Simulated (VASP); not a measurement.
# Ta2N under changes of volume

One of the cells (13.236 Å³/atom); the others are scaled copies at fixed shape and fractional positions:

```
CELL_PARAMETERS angstrom
3.08910 0.00000 0.00000
-1.54455 2.67524 0.00000
0.00000 0.00000 4.80488
ATOMIC_POSITIONS crystal
Ta 0.33333 0.66667 0.25223
Ta 0.66667 0.33333 0.74777
N 0.00000 0.00000 0.00000
```

The cell comes from a database or a generator and needn't be the stable form of this composition.

| Item | Value |
| --- | --- |
| Program | VASP 6.6.1 |
| Functional | PBEsol |
| Potentials or basis | VASP PAW PBE potentials, release 64 (Ta_pv, N) |
| Cutoff | 520 eV |
| k mesh | 8 × 8 × 6 |
| Occupations | fermi-dirac, width 0.05 eV |
| Spin | no spin polarisation |

```tsv
volume (Å³/atom)	energy over the lowest point (meV/atom)	pressure (GPa)	largest force (eV/Å)
12.707	22.16	13.6	0.300
12.971	5.50	6.5	0.137
13.236	0.00	0.1	0.012
13.501	?	?	?
13.765	18.09	-10.8	0.272
```

What does the run at 13.501 Å³/atom give?

Energy over the lowest point 4.54 meV/atom; pressure -5.6 GPa; largest force 0.148 eV/Å.

Worked out: A Birch-Murnaghan fit of order 2 (a polynomial in V^(-2/3)) to the other rows has its minimum at 13.24 Å³/atom with B0 = V·E''(V) = 303 GPa at fixed shape and positions, which overstates the stiffness. It gives 4.51 meV/atom at 13.501 Å³/atom, against the run's 4.54, and -dE/dV = -5.6 GPa, against -5.6.

Energies are extrapolated to zero smearing.

Caveats: the PAW data sets were made with another functional, which shifts forces and pressure a little.
